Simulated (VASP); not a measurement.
# Al (Fm-3m) in VASP: a series of runs

Runs on Al. Level: r2SCAN. Tasks: single point.

Program: VASP 6.6.1. These are calculated values, not measurements. Logs are shortened: lines on timing, memory, paths and dates and some standing lists are left out, and cuts for length are marked.

## 1. The undisturbed crystal

It takes space group Fm-3m (No. 225, cubic). The conventional cell has a = 4.050 Å, b = 4.050 Å, c = 4.050 Å, α = 90.00°, β = 90.00°, γ = 90.00°. Al (site symmetry m-3m) has 12 Al at 2.86 Å as nearest neighbours.

## 2. Single point, r2SCAN (a relaxed cell with its volume scaled by 1.06)

File INCAR:

```
ALGO     = Normal         # electronic algorithm
EDIFF    = 1E-7           # SCF threshold, eV
ENCUT    = 520            # plane-wave cutoff, eV
ISIF     = 2              # what is computed and relaxed
ISMEAR   = 0              # smearing method
LASPH    = True           # aspherical terms in the spheres
LCHARG   = False          # write CHGCAR
LMIXTAU  = True         
LREAL    = False          # projectors in reciprocal space
LWAVE    = False          # write WAVECAR
METAGGA  = R2SCAN         # meta-GGA
NBANDS   = 8              # bands
NELM     = 100            # most SCF steps
PREC     = Accurate       # precision mode
SIGMA    = 0.1            # smearing width, eV
```

File KPOINTS:

```
k-points
0
Gamma
  18 18 18
```

File POSCAR:

```
Al                                      
1.0
    0.0000000000      2.0326094675      2.0326094675
    2.0326094675      0.0000000000      2.0326094675
    2.0326094675      2.0326094675      0.0000000000
  Al            
     1
Direct
     0.0000000000000000    0.0000000000000000    0.0000000000000000
```

Potentials or basis: VASP PAW PBE potentials, release 64 (Al).

Launch:

```console
cat potpaw_PBE.64/Al/POTCAR > POTCAR
mpirun -np 1 vasp_std > vasp.out
```

OUTCAR:

```text
EDIFF = 1E-7
   ENCUT = 520
   ISIF = 2
   ISMEAR = 0
   LASPH = True
   LREAL = False
   METAGGA = R2SCAN
   NELM = 100
   PREC = Accurate

 ion  position               nearest neighbor table
   1  0.000  0.000  0.000-

  LATTYP: Found a face centered cubic cell.
 ALAT       =     4.0652189350

  Lattice vectors:

 A1 = (   0.0000000000,   2.0326094675,   2.0326094675)
 A2 = (   2.0326094675,   0.0000000000,   2.0326094675)
 A3 = (   2.0326094675,   2.0326094675,   0.0000000000)

Analysis of symmetry for initial positions (statically):
=====================================================================
 Subroutine PRICEL returns:
 Original cell was already a primitive cell.

 Routine SETGRP: Setting up the symmetry group for a
 face centered cubic supercell.

 Subroutine GETGRP returns: Found 48 space group operations
 (whereof 48 operations were pure point group operations)
 out of a pool of 48 trial point group operations.

The static configuration has the point symmetry O_h .

Analysis of symmetry for dynamics (positions and initial velocities):
=====================================================================
 Subroutine PRICEL returns:
 Original cell was already a primitive cell.

 Routine SETGRP: Setting up the symmetry group for a
 face centered cubic supercell.

 Subroutine GETGRP returns: Found 48 space group operations
 (whereof 48 operations were pure point group operations)
 out of a pool of 48 trial point group operations.

The dynamic configuration has the point symmetry O_h .

 Subroutine INISYM returns: Found 48 space group operations
 (whereof 48 operations are pure point group operations),
 and found     1 'primitive' translations

----------------------------------------------------------------------------------------

                                     Primitive cell

  volume of cell :      16.7955

  direct lattice vectors                    reciprocal lattice vectors
     0.000000000  2.032609467  2.032609467    -0.245989211  0.245989211  0.245989211
     2.032609467  0.000000000  2.032609467     0.245989211 -0.245989211  0.245989211
     2.032609467  2.032609467  0.000000000     0.245989211  0.245989211 -0.245989211

  length of vectors
     2.874543876  2.874543876  2.874543876     0.426065812  0.426065812  0.426065812

  position of ions in fractional coordinates (direct lattice)
     0.000000000  0.000000000  0.000000000

  ion indices of the primitive-cell ions
   primitive index   ion index
                 1           1

----------------------------------------------------------------------------------------

 KPOINTS: k-points

Automatic generation of k-mesh.
 Grid dimensions read from file:
 generate k-points for:   18   18   18

 Generating k-lattice:

  Cartesian coordinates                     Fractional coordinates (reciprocal lattice)
    -0.013666067  0.013666067  0.013666067     0.055555556  0.000000000  0.000000000
     0.013666067 -0.013666067  0.013666067     0.000000000  0.055555556  0.000000000
     0.013666067  0.013666067 -0.013666067     0.000000000  0.000000000  0.055555556

  Length of vectors
     0.023670323  0.023670323  0.023670323

  Shift w.r.t. Gamma in fractional coordinates (k-lattice)
     0.000000000  0.000000000  0.000000000

 Subroutine IBZKPT returns following result:
 ===========================================

 Found    195 irreducible k-points:

 Following reciprocal coordinates:
            Coordinates               Weight
  0.000000  0.000000  0.000000      1.000000
  0.055556  0.000000  0.000000      8.000000
  0.111111  0.000000  0.000000      8.000000
  0.166667  0.000000  0.000000      8.000000
  0.222222  0.000000  0.000000      8.000000
  0.277778  0.000000  0.000000      8.000000
[... 16 lines left out ...]
 -0.277778  0.055556  0.000000     24.000000
 -0.222222  0.055556  0.000000     24.000000
 [... further k-points ...]
   k-points           NKPTS =    195   k-points in BZ     NKDIM =    195   number of bands    NBANDS=      8
   number of dos      NEDOS =    301   number of ions     NIONS =      1
   total plane-waves  NPLWV =  13824
   dimension x,y,z NGX =    24 NGY =   24 NGZ =   24
   dimension x,y,z NGXF=    48 NGYF=   48 NGZF=   48
   ions per type =               1
   NGX,Y,Z   is equivalent  to a cutoff of  13.88, 13.88, 13.88 a.u.
   NGXF,Y,Z  is equivalent  to a cutoff of  27.76, 27.76, 27.76 a.u.
 SYSTEM =  unknown system
   PREC   = accura    normal or accurate (medium, high low for compatibility)
   ISTART =      0    job   : 0-new  1-cont  2-samecut
   ICHARG =      2    charge: 1-file 2-atom 10-const
   ISPIN  =      1    spin polarized calculation?
   LNONCOLLINEAR =      F non collinear calculations
   LSORBIT =      F    spin-orbit coupling
   LASPH  =      T    aspherical Exc in radial PAW
   ENCUT  =  520.0 eV  38.22 Ry    6.18 a.u.   5.34  5.34  5.34*2*pi/ulx,y,z
   NELM   =    100;   NELMIN=  2; NELMDL= -5     # of ELM steps
   EDIFF  = 0.1E-06   stopping-criterion for ELM
   LREAL  =      F    real-space projection
   EDIFFG = 0.1E-05   stopping-criterion for IOM
   NSW    =      0    number of steps for IOM
   IBRION =     -1    ionic relax: 0-MD 1-quasi-New 2-CG
   NFREE  =      0    steps in history (QN), initial steepest desc. (CG)
   ISIF   =      2    stress and relaxation
   ISYM   =      2    0-nonsym 1-usesym 2-fastsym
   POTIM  = 0.5000    time-step for ionic-motion
   TEBEG  =    0.0;   TEEND  =   0.0 temperature during run
   PSTRESS=    0.0 pullay stress
   NELECT =       3.0000    total number of electrons
   NUPDOWN=      -1.0000    fix difference up-down
   EMIN   =  10.00;   EMAX   =-10.00  energy-range for DOS
   EFERMI =   0.00;   METHOD = LEGACY
   ISMEAR =     0;   SIGMA  =   0.10  broadening in eV -4-tet -1-fermi 0-gaus
   EFERMI_NEDOS =   21; number of points for ismear=-14 and -15
   IALGO  =     38    algorithm
   IMIX   =      4    mixing-type and parameters
     AMIX     =   0.40;   BMIX     =  1.00
     AMIX_MAG =   1.60;   BMIX_MAG =  1.00
  volume/ion in A,a.u.               =      16.80       113.34
  Fermi-wavevector in a.u.,A,eV,Ry     =   0.921973  1.742275 11.565405  0.850033
  Thomas-Fermi vector in A             =   2.047448
   LORBIT       =      0    0 simple, 1 ext, 2 COOP (PROOUT), +10 PAW based schemes
   METAGGA = R2SCAN    functional components
   LHFCALC =     F    Hartree Fock is set to
   AEXX    =    0.0000 exact exchange contribution
   IVDW    =     0    specifies the selected vdW correction
   LEPSILON=     F    determine dielectric tensor
   LRPA    =     F    only Hartree local field effects (RPA)
 non-spin polarized calculation
 Gauss-broadening in eV      SIGMA  =   0.10
  energy-cutoff  :      520.00
  volume of cell :       16.80
 maximum number of plane-waves:       467
 NGX is ok and might be reduce to    24
   NGX = 11   NGY = 11   NGZ = 11

 number of electron       3.0000000 magnetization

 Free energy of the ion-electron system (eV)
  ---------------------------------------------------
  ext. energy  EPLUGINS =         0.00000000
  ---------------------------------------------------
  free energy    TOTEN  =        -6.72219149 eV

  energy without entropy =       -6.71933466  energy(sigma->0) =       -6.72076307

 E-fermi :   7.8333     XC(G=0): -10.8406

 val. band max:        7.8303929792   @ k =  -0.4444   0.3333   0.1111
 cond. band min:       7.8564177190   @ k =  -0.2222   0.3889   0.1667
 fundamental gap:      0.0260247399
 Fermi energy:         7.8332664973

 k-point     1 :       0.0000    0.0000    0.0000
  band No.  band energies     occupation
      1      -3.8797      2.00000
      2      21.0561      0.00000
      3      21.0561      0.00000
      4      21.0561      0.00000
      5      22.8096      0.00000
      6      22.8096      0.00000
      7      22.8096      0.00000
      8      25.0679      0.00000

 k-point     2 :       0.0556    0.0000    0.0000
  band No.  band energies     occupation
      1      -3.7915      2.00000
      2      19.5005      0.00000
      3      20.7576      0.00000
      4      20.7576      0.00000
      5      23.2467      0.00000
      6      23.2467      0.00000
      7      23.3595      0.00000
      8      26.0118      0.00000

 k-point     3 :       0.1111    0.0000    0.0000
  band No.  band energies     occupation
      1      -3.5271      2.00000
      2      17.1723      0.00000
      3      20.2438      0.00000
      4      20.2438      0.00000
      5      23.4003      0.00000
      6      24.1477      0.00000
      7      24.1477      0.00000
      8      26.6509      0.00000

 k-point     4 :       0.1667    0.0000    0.0000
  band No.  band energies     occupation
      1      -3.0875      2.00000
      2      14.8227      0.00000
      3      19.7869      0.00000
      4      19.7869      0.00000
      5      23.2229      0.00000
      6      24.7778      0.00000
      7      24.7778      0.00000
      8      25.9654      0.00000

 k-point     5 :       0.2222    0.0000    0.0000
  band No.  band energies     occupation
      1      -2.4743      2.00000
      2      12.5512      0.00000
      3      19.4488      0.00000
      4      19.4488      0.00000
      5      23.0411      0.00000
      6      23.9192      0.00000
      7      23.9192      0.00000
      8      26.9875      0.00000

 k-point     6 :       0.2778    0.0000    0.0000
  band No.  band energies     occupation
      1      -1.6896      2.00000
      2      10.3917      0.00000
      3      19.2468      0.00000
      4      19.2468      0.00000
      5      22.8679      0.00000
      6      22.8679      0.00000
      7      22.9352      0.00000
      8      27.0902      0.00000

 k-point     7 :       0.3333    0.0000    0.0000
  band No.  band energies     occupation
      1      -0.7362      2.00000
      2       8.3609      0.00000
      3      19.1873      0.00000
      4      19.1873      0.00000
      5      21.9157      0.00000
      6      21.9157      0.00000
      7      22.9459      0.00000
      8      26.1106      0.00000
[... 133 lines left out ...]
 k-point    20 :      -0.4444    0.0556    0.0000
  band No.  band energies     occupation
      1       2.1904      2.00000
      2       4.2591      2.00000
      3      17.8541      0.00000
      4      19.0775      0.00000
      5      20.6011      0.00000
      6      20.9041      0.00000
      7      24.1995      0.00000
      8      25.2102      0.00000

 k-point    21 :      -0.3889    0.0556    0.0000
  band No.  band energies     occupation
      1       0.8667      2.00000
      2       5.9439      2.00000
      3      17.5695      0.00000
      4      19.7090      0.00000
      5      20.6196      0.00000
      6      21.2427      0.00000
      7      23.8516      0.00000
      8      25.8827      0.00000

 k-point    22 :      -0.3333    0.0556    0.0000
  band No.  band energies     occupation
      1      -0.3049      2.00000
      2       7.7844      1.51080
      3      17.4367      0.00000
      4      20.4727      0.00000
      5      20.4959      0.00000
      6      22.0257      0.00000
      7      23.6530      0.00000
      8      26.6718      0.00000

 k-point    23 :      -0.2778    0.0556    0.0000
  band No.  band energies     occupation
      1      -1.3133      2.00000
      2       9.7660      0.00000
      3      17.4555      0.00000
      4      20.4824      0.00000
      5      21.4114      0.00000
      6      22.9295      0.00000
      7      23.6064      0.00000
      8      27.5063      0.00000

 k-point    24 :      -0.2222    0.0556    0.0000
  band No.  band energies     occupation
      1      -2.1541      2.00000
      2      11.8772      0.00000
      3      17.6257      0.00000
      4      20.6215      0.00000
      5      22.4612      0.00000
      6      23.5766      0.00000
      7      24.0501      0.00000
      8      26.3380      0.00000

 [... further k-points ...]

------------------------ aborting loop because EDIFF is reached ----------------------------------------

  FORCE on cell =-STRESS in cart. coord.  units (eV):
  Direction    XX          YY          ZZ          XY          YZ          ZX
  --------------------------------------------------------------------------------------
  -------------------------------------------------------------------------------------
  Total       -0.4921820     -0.4921820     -0.4921820      0.0000000     -0.0000000      0.0000000
  in kB      -46.9509562    -46.9509562    -46.9509562      0.0000000     -0.0000000      0.0000000
  external PRESSURE =     -46.9509562 kB  Pullay stress =       0.0000000 kB

 VOLUME and BASIS-vectors are now :
 -----------------------------------------------------------------------------
  energy-cutoff  :      520.00
  volume of cell :       16.80
      direct lattice vectors                 reciprocal lattice vectors
     0.000000000  2.032609467  2.032609467    -0.245989211  0.245989211  0.245989211
     2.032609467  0.000000000  2.032609467     0.245989211 -0.245989211  0.245989211
     2.032609467  2.032609467  0.000000000     0.245989211  0.245989211 -0.245989211

 POSITION                                       TOTAL-FORCE (eV/Angst)
 -----------------------------------------------------------------------------------
      0.00000      0.00000      0.00000         0.000000      0.000000      0.000000
 -----------------------------------------------------------------------------------
    total drift:                               -0.000000      0.000000      0.000000

  FREE ENERGIE OF THE ION-ELECTRON SYSTEM (eV)
  ---------------------------------------------------
  free  energy   TOTEN  =        -6.7221914876 eV

  energy  without entropy=       -6.7193346589  energy(sigma->0) =       -6.72076307
```

Run time: 2.3 min. Hardware: 1 thread of AMD EPYC 9R14 (Zen 4), shared host; peak memory 0.12 GiB.

What came out:

| Item | Value |
| --- | --- |
| Free energy | -6.7222 eV |
| Pressure | -4.7 GPa |
| Band gap on the k mesh | none (metal or under the smearing width) |

Levels at points of the mesh, in eV from the Fermi level:
| k point | band 1 | band 2 | band 3 | band 4 | band 5 | band 6 |
| --- | --- | --- | --- | --- | --- | --- |
| (0.00, 0.00, 0.00) | -11.71 | 13.22 | 13.22 | 13.22 | 14.98 | 14.98 |
| (0.50, 0.00, 0.00) | -4.92 | -4.51 | 12.00 | 12.00 | 12.12 | 12.12 |
| (0.50, 0.50, 0.00) | -3.12 | -1.64 | 5.46 | 5.91 | 5.91 | 9.73 |

Caveat: the PAW data sets were made with another functional, which shifts forces and pressure a little.

## 3. Single point, r2SCAN (a relaxed cell with its volume scaled by 0.91)

INCAR is that of step 2.

KPOINTS is that of step 2.

File POSCAR:

```
Al                                      
1.0
    0.0000000000      1.9318161233      1.9318161233
    1.9318161233      0.0000000000      1.9318161233
    1.9318161233      1.9318161233      0.0000000000
  Al            
     1
Direct
     0.0000000000000000    0.0000000000000000    0.0000000000000000
```

Potentials or basis: VASP PAW PBE potentials, release 64 (Al).

Launch:

```console
cat potpaw_PBE.64/Al/POTCAR > POTCAR
mpirun -np 1 vasp_std > vasp.out
```

Wall time 83 s (1 thread of AMD EPYC 9R14 (Zen 4), shared host); peak memory 0.1 GiB.

It converged, with:

```yaml
Free_energy: -6.6929 eV
Pressure: 10.9 GPa
Band_gap_on_the_k_mesh: none (metal or under the smearing width)
```

Levels at points of the mesh, in eV from the Fermi level:
| k point | band 1 | band 2 | band 3 | band 4 | band 5 | band 6 |
| --- | --- | --- | --- | --- | --- | --- |
| (0.00, 0.00, 0.00) | -12.83 | 14.11 | 14.11 | 14.11 | 17.17 | 17.17 |
| (0.50, 0.00, 0.00) | -5.57 | -4.73 | 12.74 | 12.74 | 13.92 | 13.92 |
| (0.50, 0.50, 0.00) | -3.49 | -1.74 | 5.48 | 6.71 | 6.71 | 11.42 |

Caveat: the PAW data sets were made with another functional, which shifts forces and pressure a little.

## 4. Single point, r2SCAN (a relaxed cell with its volume scaled by 1.09)

INCAR is that of step 3.

KPOINTS is that of step 3.

File POSCAR:

```
Al                                      
1.0
    0.0000000000      2.0516069188      2.0516069188
    2.0516069188      0.0000000000      2.0516069188
    2.0516069188      2.0516069188      0.0000000000
  Al            
     1
Direct
     0.0000000000000000    0.0000000000000000    0.0000000000000000
```

Launch:

```console
cat potpaw_PBE.64/Al/POTCAR > POTCAR
mpirun -np 1 vasp_std > vasp.out
```

Run time: 2.4 min. Hardware: 1 thread of AMD EPYC 9R14 (Zen 4), shared host; peak memory 0.11 GiB.

It converged, with:

```yaml
Free_energy: -6.7055 eV
Pressure: -6.5 GPa
Band_gap_on_the_k_mesh: none (metal or under the smearing width)
```

Levels at points of the mesh, in eV from the Fermi level:
| k point | band 1 | band 2 | band 3 | band 4 |
| --- | --- | --- | --- | --- |
| (0.00, 0.00, 0.00) | -11.52 | 13.07 | 13.07 | 13.07 |
| (0.50, 0.00, 0.00) | -4.81 | -4.47 | 11.81 | 11.81 |
| (0.50, 0.50, 0.00) | -3.05 | -1.63 | 5.46 | 5.78 |

Caveat: the PAW data sets were made with another functional, which shifts forces and pressure a little.

## 5. The runs side by side

| cell | gap on the mesh (eV) | pressure (GPa) |
| --- | --- | --- |
| a relaxed cell with its volume scaled by 1.06 | none | -4.7 |
| a relaxed cell with its volume scaled by 0.91 | none | 10.9 |
| a relaxed cell with its volume scaled by 1.09 | none | -6.5 |

Alike in all rows: task single point; level r2SCAN; potentials or basis VASP PAW PBE potentials, release 64 (Al); no spin polarisation; k mesh 18 × 18 × 18; cutoff (eV) 520; smearing gaussian 0.1 eV.

Caveats: the PAW data sets were made with another functional, which shifts forces and pressure a little.

Absolute energies hang on the potentials; compare differences alone.
